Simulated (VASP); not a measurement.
# SrCl2 (I4/mmm) in VASP: notebook

One crystal, SrCl2, is run at these levels: PBE; tasks: single point.

Everything below comes from runs of VASP 6.6.1. Logs are shortened: lines on timing, memory, paths and dates and some standing lists are left out, and cuts for length are marked.

**1. Starting point**

It takes space group I4/mmm (No. 139, tetragonal). The conventional cell has a = 4.997 Å, b = 4.997 Å, c = 6.784 Å, α = 90.00°, β = 90.00°, γ = 90.00°. Sr (site symmetry 4/mmm) has 8 Cl at 3.02 Å as nearest neighbours. Cl (site symmetry -4m2) has 4 Sr at 3.02 Å and 2 Cl at 3.39 Å as nearest neighbours.

Measurements of this composition are mostly on another form, of space group No. 225.

**2. Single point, PBE**

INCAR

```
SYSTEM = SrCl2
  PREC = Accurate
  ENCUT = 520
  EDIFF = 1E-6
  ISMEAR = 0
  SIGMA = 0.05
  LREAL = .False.
  LASPH = .True.
  NELM = 60
  ALGO = Fast
  ISIF = 2
  LWAVE = .False.
  LCHARG = .False.
  GGA = PE
  NBANDS = 19
```

KPOINTS

```
regular mesh
0
Gamma
  6 6 6
  0 0 0
```

POSCAR

```
SrCl2
1.0
    0.0000000000      3.5332525093      3.3919224089
    3.5332525093      0.0000000000      3.3919224089
    3.5332525093      3.5332525093      0.0000000000
Sr Cl
1 2
Direct
    0.0000000000      0.0000000000      0.0000000000
    0.2500000000      0.2500000000      0.2500000000
    0.7500000000      0.7500000000      0.7500000000
```

Potentials or basis: VASP PAW PBE potentials, release 64 (Sr_sv, Cl).

Run with:

```console
$ cat potpaw_PBE.64/Sr_sv/POTCAR potpaw_PBE.64/Cl/POTCAR > POTCAR
$ mpirun -np 1 vasp_std > vasp.out
```

OUTCAR:

```text
SYSTEM = SrCl2
   PREC = Accurate
   ENCUT = 520
   EDIFF = 1E-6
   ISMEAR = 0
   LREAL = .False.
   LASPH = .True.
   NELM = 60
   ISIF = 2
   GGA = PE

 ion  position               nearest neighbor table
   1  0.000  0.000  0.000-   3 3.02   3 3.02   2 3.02   2 3.02   3 3.02   2 3.02   3 3.02   2 3.02

   2  0.250  0.250  0.250-   1 3.02   1 3.02   1 3.02   1 3.02
   3  0.750  0.750  0.750-   1 3.02   1 3.02   1 3.02   1 3.02

  LATTYP: Found a body centered tetragonal cell.
 ALAT       =     4.9967736179
 C/A-ratio  =     1.3576450199

  Lattice vectors:

 A1 = (   0.0000000000,  -3.5332525093,  -3.3919224089)
 A2 = (   0.0000000000,   3.5332525093,  -3.3919224089)
 A3 = (   3.5332525093,   0.0000000000,   3.3919224089)

Analysis of symmetry for initial positions (statically):
=====================================================================
 Subroutine PRICEL returns:
 Original cell was already a primitive cell.

 Routine SETGRP: Setting up the symmetry group for a
 body centered tetragonal supercell.

 Subroutine GETGRP returns: Found 16 space group operations
 (whereof 16 operations were pure point group operations)
 out of a pool of 16 trial point group operations.

The static configuration has the point symmetry D_4h.

Analysis of symmetry for dynamics (positions and initial velocities):
=====================================================================
 Subroutine PRICEL returns:
 Original cell was already a primitive cell.

 Routine SETGRP: Setting up the symmetry group for a
 body centered tetragonal supercell.

 Subroutine GETGRP returns: Found 16 space group operations
 (whereof 16 operations were pure point group operations)
 out of a pool of 16 trial point group operations.

The dynamic configuration has the point symmetry D_4h.

 Subroutine INISYM returns: Found 16 space group operations
 (whereof 16 operations are pure point group operations),
 and found     1 'primitive' translations

----------------------------------------------------------------------------------------

                                     Primitive cell

  volume of cell :      84.6887

  direct lattice vectors                    reciprocal lattice vectors
     0.000000000  3.533252509  3.391922409    -0.141512671  0.141512671  0.147409032
     3.533252509  0.000000000  3.391922409     0.141512671 -0.141512671  0.147409032
     3.533252509  3.533252509  0.000000000     0.141512671  0.141512671 -0.147409032

  length of vectors
     4.897857789  4.897857789  4.996773618     0.248558031  0.248558031  0.248558031

  position of ions in fractional coordinates (direct lattice)
     0.000000000  0.000000000  0.000000000
     0.250000000  0.250000000  0.250000000
     0.750000000  0.750000000  0.750000000

  ion indices of the primitive-cell ions
   primitive index   ion index
                 1           1
                 2           2
                 3           3

----------------------------------------------------------------------------------------

 KPOINTS: regular mesh

Automatic generation of k-mesh.
 Grid dimensions read from file:
 generate k-points for:    6    6    6

 Generating k-lattice:

  Cartesian coordinates                     Fractional coordinates (reciprocal lattice)
    -0.023585445  0.023585445  0.024568172     0.166666667  0.000000000  0.000000000
     0.023585445 -0.023585445  0.024568172     0.000000000  0.166666667  0.000000000
     0.023585445  0.023585445 -0.024568172     0.000000000  0.000000000  0.166666667

  Length of vectors
     0.041426339  0.041426339  0.041426339

  Shift w.r.t. Gamma in fractional coordinates (k-lattice)
     0.000000000  0.000000000  0.000000000

 Subroutine IBZKPT returns following result:
 ===========================================

 Found     30 irreducible k-points:

 Following reciprocal coordinates:
            Coordinates               Weight
  0.000000  0.000000  0.000000      1.000000
  0.166667  0.000000  0.000000      8.000000
  0.333333  0.000000  0.000000      8.000000
  0.500000  0.000000  0.000000      4.000000
  0.166667  0.166667  0.000000      2.000000
  0.333333  0.166667  0.000000      8.000000
[... 16 lines left out ...]
  0.333333  0.000000  0.333333      4.000000
  0.500000  0.000000  0.333333     16.000000
 [... further k-points ...]
   k-points           NKPTS =     30   k-points in BZ     NKDIM =     30   number of bands    NBANDS=     19
   number of dos      NEDOS =    301   number of ions     NIONS =      3
   total plane-waves  NPLWV =  51840
   dimension x,y,z NGX =    36 NGY =   36 NGZ =   40
   dimension x,y,z NGXF=    72 NGYF=   72 NGZF=   80
   ions per type =               1   2
   NGX,Y,Z   is equivalent  to a cutoff of  12.22, 12.22, 13.31 a.u.
   NGXF,Y,Z  is equivalent  to a cutoff of  24.44, 24.44, 26.62 a.u.
 SYSTEM =  SrCl2
   PREC   = accura    normal or accurate (medium, high low for compatibility)
   ISTART =      0    job   : 0-new  1-cont  2-samecut
   ICHARG =      2    charge: 1-file 2-atom 10-const
   ISPIN  =      1    spin polarized calculation?
   LNONCOLLINEAR =      F non collinear calculations
   LSORBIT =      F    spin-orbit coupling
   LASPH  =      T    aspherical Exc in radial PAW
   ENCUT  =  520.0 eV  38.22 Ry    6.18 a.u.   9.11  9.11  9.29*2*pi/ulx,y,z
   NELM   =     60;   NELMIN=  2; NELMDL= -5     # of ELM steps
   EDIFF  = 0.1E-05   stopping-criterion for ELM
   LREAL  =      F    real-space projection
   EDIFFG = 0.1E-04   stopping-criterion for IOM
   NSW    =      0    number of steps for IOM
   IBRION =     -1    ionic relax: 0-MD 1-quasi-New 2-CG
   NFREE  =      0    steps in history (QN), initial steepest desc. (CG)
   ISIF   =      2    stress and relaxation
   ISYM   =      2    0-nonsym 1-usesym 2-fastsym
   POTIM  = 0.5000    time-step for ionic-motion
   TEBEG  =    0.0;   TEEND  =   0.0 temperature during run
   PSTRESS=    0.0 pullay stress
   NELECT =      24.0000    total number of electrons
   NUPDOWN=      -1.0000    fix difference up-down
   EMIN   =  10.00;   EMAX   =-10.00  energy-range for DOS
   EFERMI =   0.00;   METHOD = LEGACY
   ISMEAR =     0;   SIGMA  =   0.05  broadening in eV -4-tet -1-fermi 0-gaus
   EFERMI_NEDOS =   21; number of points for ismear=-14 and -15
   IALGO  =     68    algorithm
   IMIX   =      4    mixing-type and parameters
     AMIX     =   0.40;   BMIX     =  1.00
     AMIX_MAG =   1.60;   BMIX_MAG =  1.00
  volume/ion in A,a.u.               =      28.23       190.50
  Fermi-wavevector in a.u.,A,eV,Ry     =   1.075318  2.032056 15.732530  1.156308
  Thomas-Fermi vector in A             =   2.211171
   LORBIT       =      0    0 simple, 1 ext, 2 COOP (PROOUT), +10 PAW based schemes
   GGA     = PE    functional components
   LHFCALC =     F    Hartree Fock is set to
   AEXX    =    0.0000 exact exchange contribution
   IVDW    =     0    specifies the selected vdW correction
   LEPSILON=     F    determine dielectric tensor
   LRPA    =     F    only Hartree local field effects (RPA)
 non-spin polarized calculation
 RMM-DIIS sequential band-by-band and
 Gauss-broadening in eV      SIGMA  =   0.05
  energy-cutoff  :      520.00
  volume of cell :       84.69
 maximum number of plane-waves:      2304
   NGX = 19   NGY = 19   NGZ = 19

 number of electron      24.0000002 magnetization

 Free energy of the ion-electron system (eV)
  ---------------------------------------------------
  ext. energy  EPLUGINS =         0.00000000
  ---------------------------------------------------
  free energy    TOTEN  =       -12.76547162 eV

  energy without entropy =      -12.76547162  energy(sigma->0) =      -12.76547162

 E-fermi :   0.6538     XC(G=0):  -8.2933

 val. band max:        0.3515973816   @ k =   0.5000   0.5000   0.0000
 cond. band min:       5.4742281192   @ k =   0.0000   0.0000   0.0000
 fundamental gap:      5.1226307375
 Fermi energy:         0.6537623378

 k-point     1 :       0.0000    0.0000    0.0000
  band No.  band energies     occupation
      1     -32.7143      2.00000
      2     -14.7137      2.00000
      3     -14.7028      2.00000
      4     -14.7028      2.00000
      5     -13.1407      2.00000
      6     -12.2772      2.00000
[... 11 lines left out ...]
     18       9.3402      0.00000
     19       9.4761      0.00000

 k-point     2 :       0.1667    0.0000    0.0000
  band No.  band energies     occupation
      1     -32.7135      2.00000
      2     -14.7951      2.00000
      3     -14.7129      2.00000
      4     -14.7068      2.00000
      5     -12.9889      2.00000
      6     -12.3350      2.00000
[... 11 lines left out ...]
     18       8.9264      0.00000
     19       9.9916      0.00000

 k-point     3 :       0.3333    0.0000    0.0000
  band No.  band energies     occupation
      1     -32.7119      2.00000
      2     -14.9346      2.00000
      3     -14.7192      2.00000
      4     -14.7146      2.00000
      5     -12.7707      2.00000
      6     -12.3931      2.00000
[... 11 lines left out ...]
     18       8.7598      0.00000
     19       9.2835      0.00000

 k-point     4 :       0.5000    0.0000    0.0000
  band No.  band energies     occupation
      1     -32.7110      2.00000
      2     -14.9921      2.00000
      3     -14.7222      2.00000
      4     -14.7185      2.00000
      5     -12.7362      2.00000
      6     -12.3550      2.00000
[... 407 lines left out ...]
     18       9.7377      0.00000
     19      10.2372      0.00000

 k-point    23 :       0.3333    0.0000    0.3333
  band No.  band energies     occupation
      1     -32.7111      2.00000
      2     -14.9890      2.00000
      3     -14.7400      2.00000
      4     -14.7239      2.00000
      5     -12.5680      2.00000
      6     -12.4880      2.00000
[... 11 lines left out ...]
     18       8.1284      0.00000
     19       9.7131      0.00000

 k-point    24 :       0.5000    0.0000    0.3333
  band No.  band energies     occupation
      1     -32.7103      2.00000
      2     -15.0096      2.00000
      3     -14.7804      2.00000
      4     -14.7341      2.00000
      5     -12.5243      2.00000
      6     -12.4466      2.00000
[... 11 lines left out ...]
     18       9.1147      0.00000
     19       9.9744      0.00000

 [... further k-points ...]

------------------------ aborting loop because EDIFF is reached ----------------------------------------

  FORCE on cell =-STRESS in cart. coord.  units (eV):
  Direction    XX          YY          ZZ          XY          YZ          ZX
  --------------------------------------------------------------------------------------
  -------------------------------------------------------------------------------------
  Total        0.2421088      0.2421088      1.3795267      0.0000000     -0.0000000     -0.0000000
  in kB        4.5803201      4.5803201     26.0984931      0.0000000     -0.0000000     -0.0000000
  external PRESSURE =      11.7530444 kB  Pullay stress =       0.0000000 kB

 VOLUME and BASIS-vectors are now :
 -----------------------------------------------------------------------------
  energy-cutoff  :      520.00
  volume of cell :       84.69
      direct lattice vectors                 reciprocal lattice vectors
     0.000000000  3.533252509  3.391922409    -0.141512671  0.141512671  0.147409032
     3.533252509  0.000000000  3.391922409     0.141512671 -0.141512671  0.147409032
     3.533252509  3.533252509  0.000000000     0.141512671  0.141512671 -0.147409032

 POSITION                                       TOTAL-FORCE (eV/Angst)
 -----------------------------------------------------------------------------------
      0.00000      0.00000      0.00000        -0.000000      0.000000     -0.000000
      1.76663      1.76663      1.69596         0.000000      0.000000     -0.000000
      5.29988      5.29988      5.08788        -0.000000     -0.000000      0.000000
 -----------------------------------------------------------------------------------
    total drift:                                0.000000      0.000000      0.000000

  FREE ENERGIE OF THE ION-ELECTRON SYSTEM (eV)
  ---------------------------------------------------
  free  energy   TOTEN  =       -12.7654716238 eV

  energy  without entropy=      -12.7654716238  energy(sigma->0) =      -12.76547162
```

Run time: 62 s. Hardware: 1 thread of Intel Xeon Platinum 8375C at 2.90GHz (Ice Lake), shared host; peak memory 0.23 GiB.

Results:

```yaml
Free_energy: -12.7655 eV
Pressure: 1.2 GPa
Band_gap_on_the_k_mesh: 5.12 eV, indirect (least direct gap 5.32 eV)
```

A k mesh can miss the band edges. PBE gaps usually lie below the measured ones, often by a third to a half.

(Part 1 of 2 ends here.)
